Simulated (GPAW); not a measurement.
Crystal: Pd.

```
Pd
1.0
     2.78367    0.00000    0.00000
    -1.39183    2.41072    0.00000
     0.00000    0.00000    4.62889
Pd
2
Direct
  0.33333 0.66667 0.25000
  0.66667 0.33333 0.75000
```

This isn't the form of Pd at room conditions, which is fcc.

| Item | Value |
| --- | --- |
| Program | GPAW 26.7.0 |
| Task | relaxation of cell and atoms |
| Functional | PBEsol |
| Dispersion | D3 |
| Potentials or basis | PAW data sets generated in the run's folder for this functional |
| Cutoff | 600 eV |
| Basis | pw |
| k mesh | 8 × 8 × 4 |
| Occupations | fermi-dirac, width 0.05 eV |
| Spin | no spin polarisation |

At the start: pressure -15.2 GPa; volume 15.53 Å³/atom.

**Question.** How do energy, volume and symmetry change on relaxing?

**Answer.** Over 5 steps the energy falls by 69.4 meV/atom and the volume is 14.23 Å³/atom (-8.4 %); space group P6_3/mmc (No. 194, to 0.05 Å).

The path:
```tsv
step	energy change (eV)	largest force (eV/Å)	pressure (GPa)	volume (Å³)
1	0.0000	0.0000	-15.16	31.06
2	-0.0790	0.0000	-10.62	30.10
3	-0.1368	0.0000	2.37	28.16
4	-0.1387	0.0000	-0.24	28.49
5	-0.1387	0.0000	-0.01	28.46
```

Final structure:
```
Pd
1.0
     2.70175    0.00000    0.00000
    -1.35087    2.33978    0.00000
     0.00000    0.00000    4.50136
Pd
2
Cartesian
  0.0000 1.5599 1.1253
  1.3509 0.7799 3.3760
```

Caveat: later steps reuse the first step's grids; pairwise dispersion overbinds metals, which lowers pressure and volume.
